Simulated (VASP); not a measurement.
**VASP 6.6.1 run: SrO**

INCAR

```
EDIFF = 1E-9
NELM = 120
LREAL = .FALSE.
LCHARG = .FALSE.
SIGMA = 0.02
NBANDS = 15
IBRION = -1
LASPH = .TRUE.
LWAVE = .FALSE.
PREC = Accurate
ISMEAR = -1
ENCUT = 520
NSW = 0
GGA = RP
ISIF = 2
```

KPOINTS

```
KPOINTS created by Atomic Simulation Environment
0
Gamma
8 8 8
0 0 0
```

POSCAR

```
Sr O
 1.0000000000000000
     0.0000000000000000    2.5540934026000000    2.5938804082000000
     2.5540934026000000    0.0000000000000000    2.5938804082000000
     2.5540934026000000    2.5540934026000000    0.0000000000000000
 Sr  O
   1   1
Cartesian
  0.0000000000000000  0.0000000000000000  0.0000000000000000
  2.5540934026000000  2.5540934026000000  2.5938804082000000
```

The recommended PBE PAW datasets give the neutral cell 16 valence electrons.

Command

```
mpirun -np 1 vasp_std
```

Q: How does this run end, and what does it give?

A: It converged. Results: gap between bands v and c on the k mesh 3.34 eV; least direct gap on the k mesh 3.42 eV; pressure 6.9 GPa. Band v is the last that the valence electrons fill when counted band by band, and c is the next.

OSZICAR

```
N       E                     dE             d eps       ncg     rms          rms(c)
DAV:   1     0.670882614395E+02    0.67088E+02   -0.85401E+03  1770   0.105E+03
DAV:   2    -0.104068060662E+02   -0.77495E+02   -0.71914E+02  2397   0.219E+02
DAV:   3    -0.134466522736E+02   -0.30398E+01   -0.30254E+01  2358   0.388E+01
DAV:   4    -0.135019128501E+02   -0.55261E-01   -0.55256E-01  2200   0.520E+00
DAV:   5    -0.135033808859E+02   -0.14680E-02   -0.14680E-02  2269   0.678E-01    0.163E+01
DAV:   6    -0.114203407163E+02    0.20830E+01   -0.66216E+00  1840   0.195E+01    0.188E+01
DAV:   7    -0.113123970566E+02    0.10794E+00   -0.26614E-01  2064   0.474E+00    0.109E+01
DAV:   8    -0.113262887572E+02   -0.13892E-01   -0.12438E-01  2162   0.360E+00    0.443E-01
DAV:   9    -0.113286259904E+02   -0.23372E-02   -0.54085E-03  2157   0.539E-01    0.262E-01
DAV:  10    -0.113300464099E+02   -0.14204E-02   -0.13765E-03  1868   0.292E-01    0.783E-02
DAV:  11    -0.113301999501E+02   -0.15354E-03   -0.16159E-04  2015   0.101E-01    0.344E-02
DAV:  12    -0.113302520411E+02   -0.52091E-04   -0.10024E-04  1826   0.700E-02    0.985E-03
DAV:  13    -0.113302517270E+02    0.31404E-06   -0.10754E-06  2225   0.853E-03    0.450E-03
DAV:  14    -0.113302517344E+02   -0.73728E-08   -0.38015E-07  1952   0.422E-03    0.105E-03
DAV:  15    -0.113302516802E+02    0.54193E-07   -0.33115E-08  2218   0.134E-03    0.332E-04
DAV:  16    -0.113302516897E+02   -0.94572E-08   -0.31027E-09  1987   0.457E-04    0.113E-04
DAV:  17    -0.113302516946E+02   -0.48958E-08   -0.16984E-10  1102   0.123E-04    0.195E-05
DAV:  18    -0.113302516983E+02   -0.37342E-08   -0.28879E-11   962   0.412E-05    0.110E-05
DAV:  19    -0.113302516990E+02   -0.69508E-09   -0.42394E-12   948   0.143E-05
   1 F= -.11330252E+02 E0= -.11330252E+02  d E =-.433169E-13
```

For comparison, a separate PBE run of the intended cell, on usual settings and not on those above, gives a gap of 3.23 eV on its mesh and a pressure of 3.9 GPa.
